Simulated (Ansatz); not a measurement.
# BAs (F-43m) in Ansatz: convergence with smearing width

Aim: find how far smearing width must go before the results for BAs settle, at r2SCAN. This setting moves, with any that are tied to it; all else stays.

Program: Ansatz 0.2.0. These are calculated values, not measurements. Logs are shortened: lines on timing, memory, paths and dates and some standing lists are left out, and cuts for length are marked.

## Step 1: The crystal as given

It takes space group F-43m (No. 216, cubic). The conventional cell has a = 4.777 Å, b = 4.777 Å, c = 4.777 Å, α = 90.00°, β = 90.00°, γ = 90.00°. Around As (site symmetry -43m) lie 4 B at 2.07 Å. B (site symmetry -43m) is surrounded by 4 As at 2.07 Å.

## Step 2: With smearing width 0.3 eV

Input file input.yaml:

```yaml
crystal:
  lattice:
    - [0.0, 2.3885, 2.3885]
    - [2.3885, 0.0, 2.3885]
    - [2.3885, 2.3885, 0.0]
  atoms:
    - { symbol: As, position: [0.75, 0.75, 0.75] }
    - { symbol: B, position: [0.0, 0.0, 0.0] }
hamiltonian:
  xc: r2scan
  pseudopotentials: { kind: paw_fr }
magnetization:
  noncollinear: true
  spin_orbit: true
kpoints:
  mp_grid: { grid: [8, 8, 8] }
scf:
  occupations: { method: methfessel_paxton, width: 0.3 }
output:
  forces: true
  stress: true
  eigenvalues: true
```

Potentials or basis: Ansatz PAW.

Started as:

```bash
$ ansatz run input.yaml --threads 2 --pin off --max-ram 5632MiB --backend cpu --events-out ev --progress --plain --runs-dir out
```

Wall time 11 s (2 threads of Intel Xeon at 2.50GHz (Skylake/Cascade Lake), shared host); peak memory 0.5 GiB.

What came out:

- Free energy: -5018.3295 eV
- Pressure: 0.6 GPa
- Band gap on the k mesh: 1.32 eV, indirect (least direct gap 3.24 eV)

## Step 3: With smearing width 0.2 eV

input.yaml: that of step 2 with these lines changed.

```diff
@@ -17,3 +17,3 @@
 scf:
-  occupations: { method: methfessel_paxton, width: 0.3 }
+  occupations: { method: methfessel_paxton, width: 0.2 }
 output:
```

Potentials or basis: Ansatz PAW.

Started as:

```bash
$ ansatz run input.yaml --threads 2 --pin off --max-ram 5632MiB --backend cpu --events-out ev --progress --plain --runs-dir out
```

Run time: 9.5 s. Hardware: 2 threads of Intel Xeon at 2.50GHz (Skylake/Cascade Lake), shared host; peak memory 0.49 GiB.

Results:

- Free energy: -5018.3295 eV
- Pressure: 0.6 GPa
- Band gap on the k mesh: 1.32 eV, indirect (least direct gap 3.24 eV)

## Step 4: With smearing width 0.15 eV

input.yaml: that of step 3 with these lines changed.

```diff
@@ -17,3 +17,3 @@
 scf:
-  occupations: { method: methfessel_paxton, width: 0.2 }
+  occupations: { method: methfessel_paxton, width: 0.15 }
 output:
```

Started as:

```bash
$ ansatz run input.yaml --threads 2 --pin off --max-ram 5632MiB --backend cpu --events-out ev --progress --plain --runs-dir out
```

It took 10 s on 2 threads of Intel Xeon at 2.50GHz (Skylake/Cascade Lake), shared host; peak memory 0.49 GiB.

Results:

| Property | Result |
| --- | --- |
| Free energy | -5018.3295 eV |
| Pressure | 0.6 GPa |
| Band gap on the k mesh | 1.32 eV, indirect (least direct gap 3.24 eV) |

## Step 5: With smearing width 0.1 eV

input.yaml: that of step 4 with these lines changed.

```diff
@@ -17,3 +17,3 @@
 scf:
-  occupations: { method: methfessel_paxton, width: 0.15 }
+  occupations: { method: methfessel_paxton, width: 0.1 }
 output:
```

Started as:

```bash
$ ansatz run input.yaml --threads 2 --pin off --max-ram 5632MiB --backend cpu --events-out ev --progress --plain --runs-dir out
```

Wall time 11 s (2 threads of Intel Xeon at 2.50GHz (Skylake/Cascade Lake), shared host); peak memory 0.49 GiB.

Results:

```yaml
Free_energy: -5018.3295 eV
Pressure: 0.6 GPa
Band_gap_on_the_k_mesh: 1.32 eV, indirect (least direct gap 3.24 eV)
```

## Step 6: With smearing width 0.05 eV

input.yaml: that of step 5 with these lines changed.

```diff
@@ -17,3 +17,3 @@
 scf:
-  occupations: { method: methfessel_paxton, width: 0.1 }
+  occupations: { method: methfessel_paxton, width: 0.05 }
 output:
```

Potentials or basis: Ansatz PAW.

Started as:

```bash
$ ansatz run input.yaml --threads 2 --pin off --max-ram 5632MiB --backend cpu --events-out ev --progress --plain --runs-dir out
```

Wall time 11 s (2 threads of Intel Xeon at 2.50GHz (Skylake/Cascade Lake), shared host); peak memory 0.49 GiB.

It converged, with:

- Free energy: -5018.3295 eV
- Pressure: 0.6 GPa
- Band gap on the k mesh: 1.32 eV, indirect (least direct gap 3.24 eV)

## Step 7: With smearing width 0.025 eV

input.yaml: that of step 6 with these lines changed.

```diff
@@ -17,3 +17,3 @@
 scf:
-  occupations: { method: methfessel_paxton, width: 0.05 }
+  occupations: { method: methfessel_paxton, width: 0.025 }
 output:
```

Started as:

```bash
$ ansatz run input.yaml --threads 2 --pin off --max-ram 5632MiB --backend cpu --events-out ev --progress --plain --runs-dir out
```

Run time: 11 s. Hardware: 2 threads of Intel Xeon at 2.50GHz (Skylake/Cascade Lake), shared host; peak memory 0.49 GiB.

The run converged. Its results:

```yaml
Free_energy: -5018.3295 eV
Pressure: 0.6 GPa
Band_gap_on_the_k_mesh: 1.32 eV, indirect (least direct gap 3.24 eV)
```

## Step 8: With smearing width 0.01 eV

input.yaml: that of step 7 with these lines changed.

```diff
@@ -17,3 +17,3 @@
 scf:
-  occupations: { method: methfessel_paxton, width: 0.025 }
+  occupations: { method: methfessel_paxton, width: 0.01 }
 output:
```

Started as:

```bash
$ ansatz run input.yaml --threads 2 --pin off --max-ram 5632MiB --backend cpu --events-out ev --progress --plain --runs-dir out
```

Run time: 11 s. Hardware: 2 threads of Intel Xeon at 2.50GHz (Skylake/Cascade Lake), shared host; peak memory 0.49 GiB.

The run converged. Its results:

```
Free energy            : -5018.3295 eV
Pressure               : 0.6 GPa
Band gap on the k mesh : 1.32 eV, indirect (least direct gap 3.24 eV)
```

## Step 9: With smearing width 0.005 eV

input.yaml: that of step 8 with these lines changed.

```diff
@@ -17,3 +17,3 @@
 scf:
-  occupations: { method: methfessel_paxton, width: 0.01 }
+  occupations: { method: methfessel_paxton, width: 0.005 }
 output:
```

Potentials or basis: Ansatz PAW.

Started as:

```bash
$ ansatz run input.yaml --threads 2 --pin off --max-ram 5632MiB --backend cpu --events-out ev --progress --plain --runs-dir out
```

The program printed:

```text
Warning: RAYON_NUM_THREADS=2 ignored (pool sized by the plan → 2); use --threads N
Engine: ansatz 0.2.0, x86_64-unknown-linux-gnu
Pseudopotentials: kind: paw_fr
Pseudopotential: As, paw_fr, valence charge 15, recommended cutoff 500 eV (meta_gga), As.paw.azcp#standard-fr
Pseudopotential: B, paw_fr, valence charge 3, recommended cutoff 500 eV (meta_gga), B.paw.azcp#standard-fr
Functional definition: r2SCAN
  parameter k0 = 0.174
  parameter k1 = 0.065
  parameter a1 = 4.9479
  exchange = r2scan_x(k0 = k0, k1 = k1, a1 = a1)
  correlation = r2scan_c
non-collinear run that drives no moment, with spin-orbit: no starting moment large enough to seed its density (crystal.atoms[].spin), no starting occupations that ask for one, no magnetisation constraint and no magnetic field, so the semilocal B_xc is pinned to zero
Crystal: 2 atoms, lattice volume = 27.252 Å³
Basis set: ecut = 500 eV, 701 PW (Γ), exchange–correlation on 100×100×100 points (64 copies of the dense FFT grid, shifted against one another)
Bands: 26, of which v1, the nominal top of the filled ones, is band 18 counted from 1 (17 counted from 0)
Symmetry: 24 space group operations + 24 with time reversal
Magnetic group: BNS 216.75 (UNI 1577), of the structure as read, at distance tolerance 3.0e-5 Å
k-points: 29 of 512 (time reversal used)
Projection manifold: j_resolved (fully-relativistic pseudo-atomic orbitals)
Non-local potential: As, projectors of the file, l = 0: 2, l = 1: 4, l = 2: 6, l = 3: 2
Non-local potential: B, projectors of the file, l = 0: 2, l = 1: 4, l = 2: 2
PAW form: soft (Blöchl's): semilocal exchange-correlation on the pseudo side does not see the compensation charge
PAW frozen core: As, regenerated for the run's functional (the file was generated under x = pbe(κ = 0.804, μ = 0.2195149727645171), c = pbe(β = 0.06672455060314922))
[... 21 lines left out ...]
  site 1: m = (+0.0000, +0.0000, +0.0000) μB, |m| = 0.0000 μB  (R = 0.85 Å)
Free energy (F): -5018.329466 eV
Harris-Foulkes:  -5018.329466 eV  (|F-HF|=2.35e-8)
Internal energy: -5018.329466 eV  (E = F + TS)
E sigma→0 (E₀):  -5018.329466 eV
Fermi energy:    11.762690 eV
Step filling:    the computed levels leave a gap of 1.3154 eV = 263.1 smearing widths at the electron count; against every level under it full and every level over it empty, smearing changes F+E_penalty+E_count by +0.00e0 meV and its σ→0 estimate by +0.00e0 meV
--- Per-component energies (eV) ---
  E_band       = -222.584534
  E_kinetic    = 151.639010
  E_local      = -1694.465308  (includes V_loc(G=0)·N_el)
  E_nonlocal   = -657.330879
  E_hartree    = 941.180065
  E_xc         = -105.679919
  E_vxc        = -125.653006  (∫ρ·V_xc dr)
  E_paw        = -1926.437813  (= ΣΔE_a)
  E_vpaw       = 214.612936  (= ΣTr[D̂ρ^β])
  E_aug_tail   = -0.000007  (compensation charges beyond the density's cutoff)
  E_vtau       = 6.251117  (kinetic-family band-sum trace: ∫τ·v_τ [+ j·A + Jᵃ·Aᵃ] dr)
  E_ewald      = -1725.774997
  E_core_change = -1.459618  (= ΣΔE_core)
  E_smearing   = -0.000000  (= −TS)
  E_closure    = 0.000000  (closes the sum)
  Σ components = -5018.329466   (vs F -5018.329466, Δ=0.00e0)
--- Forces (eV/Å), atoms counted from 1 ---
  atom   1  As    -0.00000000     0.00000000     0.00000000
  atom   2  B     -0.00000000    -0.00000000    -0.00000000
  max |Σ_I F_I| component: 5.22e-16 eV/Å
--- Stress (GPa, compression-positive) ---
        0.602525       0.000000      -0.000000
        0.000000       0.602525       0.000000
       -0.000000       0.000000       0.602525
  P = ⅓ Tr σ = 0.6025 GPa (6.025 kbar)
--- Band table (eV; the first three rows and the last of 29) ---
  k-point 0: bands = ["-25.9993", "-25.9993", "-25.9993", "-25.9993", "-25.2831", "-25.2831", "-25.2651", "-25.2651", "-25.2651", "-25.2651", "-5.1245", "-5.1245", "10.8918", "10.8918", "11.1050", "11.1050", "11.1050", "11.1050", "14.3477", "14.3477", "14.5484", "14.5484", "14.5484", "14.5484", "16.1590", "16.1590"]
  k-point 1: bands = ["-25.9994", "-25.9987", "-25.9983", "-25.9983", "-25.2820", "-25.2820", "-25.2653", "-25.2653", "-25.2643", "-25.2635", "-4.8552", "-4.8552", "8.9587", "8.9587", "10.5013", "10.5013", "10.6368", "10.6385", "14.6886", "14.6886", "15.0426", "15.0426", "15.1637", "15.1663", "17.4674", "17.4674"]
  k-point 2: bands = ["-25.9990", "-25.9980", "-25.9958", "-25.9958", "-25.2795", "-25.2795", "-25.2658", "-25.2658", "-25.2616", "-25.2605", "-4.0704", "-4.0704", "5.8403", "5.8403", "9.7407", "9.7407", "9.8813", "9.8834", "14.3902", "14.3902", "15.8952", "15.8952", "16.0115", "16.0162", "19.5756", "19.5756"]
  k-point 28: bands = ["-25.9959", "-25.9939", "-25.9931", "-25.9910", "-25.2762", "-25.2718", "-25.2618", "-25.2615", "-25.2595", "-25.2593", "-0.4941", "-0.4938", "2.3929", "2.4689", "5.2211", "5.3623", "5.6011", "5.6180", "16.7360", "16.7436", "17.5013", "17.5035", "18.1856", "18.2329", "18.4283", "18.5200"]
```

It took 11 s on 2 threads of Intel Xeon at 2.50GHz (Skylake/Cascade Lake), shared host; peak memory 0.49 GiB.

What came out:

```
Free energy            : -5018.3295 eV
Pressure               : 0.6 GPa
Band gap on the k mesh : 1.32 eV, indirect (least direct gap 3.24 eV)
```

## Step 10: Summary

```tsv
smearing width	energy less the tightest run, at zero smearing (meV/atom)	SCF cycles	CPU time (s)	peak memory (GiB)
0.3 eV	-0.01	7	20	0.5
0.2 eV	0.00	7	18	0.49
0.15 eV	0.00	7	19	0.49
0.1 eV	0.00	7	20	0.49
0.05 eV	0.00	7	20	0.49
0.025 eV	0.00	7	20	0.49
0.01 eV	0.00	7	21	0.49
0.005 eV	0.00	7	21	0.49
```

Against the tightest run, the energy stays within 1 meV/atom from 0.3 eV on. The tightest run that finished is the yardstick and may itself not be fully converged.

Caveats: the PAW data sets come from PBE, with cores solved anew for the run's functional, which leaves a small shift of forces and pressure.
